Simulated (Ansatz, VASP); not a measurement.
## Si: VASP beside Ansatz

INCAR

```
PREC = Accurate
ENCUT = 520
EDIFF = 1E-7
ISMEAR = -1
SIGMA = 0.05
LREAL = F
LASPH = T
NELM = 100
ALGO = Normal
ISIF = 2
LWAVE = F
LCHARG = F
GGA = PE
NBANDS = 16
```

The input KPOINTS:

```
regular mesh
0
Gamma
  8 8 8
```

File POSCAR:

```
Si
1.0
    0.0000000000      2.7120665965      4.7343106532
    2.4697752800      0.0000000000      4.7343106532
    2.4697752800      2.7120665965      0.0000000000
Si
4
Direct
    0.2202307000      0.2202307000      0.7797693000
    0.7797693000      0.7797693000      0.2202307000
    0.2726057200      0.7273942800      0.2726057200
    0.7273942800      0.2726057200      0.7273942800
```

Contents of input.yaml:

```yaml
crystal:
  lattice:
    - [0.0, 2.7120665965, 4.7343106532]
    - [2.46977528, 0.0, 4.7343106532]
    - [2.46977528, 2.7120665965, 0.0]
  atoms:
    - { symbol: Si, position: [0.2202307, 0.2202307, 0.7797693] }
    - { symbol: Si, position: [0.7797693, 0.7797693, 0.2202307] }
    - { symbol: Si, position: [0.27260572, 0.72739428, 0.27260572] }
    - { symbol: Si, position: [0.72739428, 0.27260572, 0.72739428] }
hamiltonian:
  xc: pbe
  pseudopotentials: { kind: paw }
kpoints:
  mp_grid: { grid: [8, 8, 8] }
scf:
  occupations: { method: fermi_dirac, width: 0.05 }
output:
  forces: true
  stress: true
  eigenvalues: true
```

Change from the starting cell: volume scaled by 1.06.

Alike in both runs: task single point; functional PBE; k mesh 8 × 8 × 8; occupations fermi-dirac, width 0.05 eV; no spin polarisation.

|  | VASP | Ansatz |
| --- | --- | --- |
| version | VASP 6.6.1 | Ansatz 0.2.0 |
| potentials or method | VASP PAW PBE potentials, release 64 (Si) | Ansatz PAW |
| plane-wave cutoff (eV) | 520 | 420 |
| valence electrons in the cell | 16 | 16 |

VASP gave:

- gap on the k mesh at the Fermi level (eV): none
- pressure (GPa): -2.9
- largest component of the traceless stress (GPa): 0.38

Q: What did Ansatz give for the same quantities?

A: gap on the k mesh at the Fermi level (eV): none; pressure (GPa): -2.8; largest component of the traceless stress (GPa): 0.39.

A gap of «none» marks a metal or a gap that the smearing closes.
